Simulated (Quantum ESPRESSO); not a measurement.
Au: equation of state with PBEsol

Crystal: Au.

```
Au
1.0
     2.90000    0.00000    0.00000
    -1.45000    2.51147    0.00000
     0.00000    0.00000    4.88000
Au
2
Cartesian
  1.4500 0.8372 1.2200
  0.0000 1.6743 3.6600
```

This isn't the form of Au at room conditions, which is fcc.

```json
{
  "Program": "Quantum ESPRESSO 7.5",
  "Task": "equation of state",
  "Functional": "PBEsol",
  "Potentials or basis": "GBRV 1.5 PBEsol",
  "Cutoff": "612 eV",
  "Density cutoff": "4898 eV",
  "k mesh": "11 × 11 × 6",
  "Occupations": "fermi-dirac, width 0.05 eV",
  "Spin": "no spin polarisation"
}
```

```json
{
  "Equilibrium volume": "17.00 Å³/atom",
  "Bulk modulus at fixed shape and positions": "173 GPa",
  "Pressure derivative of the bulk modulus": "5.7"
}
```

Energy against volume, from the lowest point:
```csv
volume (Å³/atom),energy (meV/atom)
16.705,2.67
17.060,0.00
17.416,5.15
17.771,17.10
18.127,34.98
18.482,57.98
18.837,85.40
```

All runs of the series together: 100 s on 2 threads of Arm Neoverse V2, with other jobs on the host.

Caveat: the cell was scaled at fixed shape and fractional positions, which overstates the stiffness of a crystal with free parameters, most of all of layers and chains. The run has no spin-orbit coupling, so splittings on Au are missing.
